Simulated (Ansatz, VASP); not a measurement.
**AgCl in VASP and in Ansatz**

```xyz
2
Lattice="0.0000 2.7553 2.7553 2.7553 0.0000 2.7553 2.7553 2.7553 0.0000" Properties=species:S:1:pos:R:3 pbc="T T T"
Ag    2.7553    2.7553    2.7553
Cl    0.0000    0.0000    0.0000
```

Alike in both runs: functional PBE; dispersion D3(BJ); k mesh 8 × 8 × 8; occupations gaussian, width 0.02 eV; no spin polarisation.

Ansatz relaxed the structure, and its values are those at the end. VASP's run is a single point on that final structure, the one shown.

|  | VASP | Ansatz |
| --- | --- | --- |
| version | VASP 6.6.1 | Ansatz 0.2.0 |
| potentials or method | VASP PAW PBE potentials, release 64 (Ag, Cl) | scalar-relativistic, plane waves, PAW |
| plane-wave cutoff (eV) | 520 | 420 |
| valence electrons in the cell | 18 | 26 |

|  | VASP | Ansatz | Ansatz less VASP |
| --- | --- | --- | --- |
| gap on the k mesh at the Fermi level (eV) | 0.90 | 0.91 | +0.003 |
| least direct gap on the mesh (eV) | 3.24 | 3.25 | +0.002 |
| pressure (GPa) | -0.2 | 0.0 | +0.15 |

The two sets of potentials don't hold the same shells in valence.

A k mesh can miss the band edges.
